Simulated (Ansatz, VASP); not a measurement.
**Pd in VASP and in Ansatz**

INCAR

```
  AGGAC = 1.0
  AGGAX = 1.0
  ALDAC = 0.0
  ALDAX = 1.0
  ALGO = Fast
  EDIFF = 1E-6
  ENCUT = 520
  GGA = B5
  ISIF = 2
  ISMEAR = -1
  IVDW = 13
  LASPH = T
  LCHARG = F
  LREAL = F
  LWAVE = F
  NBANDS = 11
  NELM = 60
  PREC = Accurate
  SIGMA = 0.05
  VDW_A1 = 0.44488865
  VDW_A2 = 4.0933009
  VDW_S6 = 1.0
  VDW_S8 = 2.34076671
```

KPOINTS

```
k-points
0
Gamma
  12 12 12
```

POSCAR

```
Pd
1.0
    0.0000000000      1.9201927211      1.9201927211
    1.9201927211      0.0000000000      1.9201927211
    1.9201927211      1.9201927211      0.0000000000
Pd
1
Direct
    0.0000000000      0.0000000000      0.0000000000
```

File input.yaml:

```yaml
crystal:
  lattice:
    - [0.0, 1.9201927211, 1.9201927211]
    - [1.9201927211, 0.0, 1.9201927211]
    - [1.9201927211, 1.9201927211, 0.0]
  atoms:
    - { symbol: Pd, position: [0.0, 0.0, 0.0] }
hamiltonian:
  xc: blyp
  pseudopotentials: { kind: paw }
  dispersion: d4
kpoints:
  mp_grid: { grid: [12, 12, 12] }
scf:
  occupations: { method: fermi_dirac, width: 0.05 }
output:
  forces: true
  stress: true
  eigenvalues: true
```

Alike in both runs: task single point; functional BLYP; dispersion D4; k mesh 12 × 12 × 12; occupations fermi-dirac, width 0.05 eV; no spin polarisation.

|  | VASP | Ansatz |
| --- | --- | --- |
| version | VASP 6.6.1 | Ansatz 0.2.0 |
| potentials or method | VASP PAW PBE potentials, release 64 (Pd) | Ansatz PAW |
| plane-wave cutoff (eV) | 520 | 420 |
| valence electrons in the cell | 10 | 18 |

VASP gave:

* gap on the k mesh at the Fermi level (eV): none
* pressure (GPa): 17.8
* dispersion energy (meV/atom): -986.0

Which values does Ansatz return?

gap on the k mesh at the Fermi level (eV): none; pressure (GPa): 17.3; dispersion energy (meV/atom): -986.0.

A gap of «none» marks a metal or a gap that the smearing closes. The two sets of potentials don't hold the same shells in valence.

Caveats: pairwise dispersion overbinds metals, which lowers pressure and volume; so large a pressure means that the cell lies far from this level's equilibrium, or that cutoff or potentials fall short (VASP); the potentials were made for another functional, which shifts forces and pressure (VASP); the PAW data sets come from PBE, with cores solved anew for the run's functional, which leaves a small shift of forces and pressure (Ansatz).
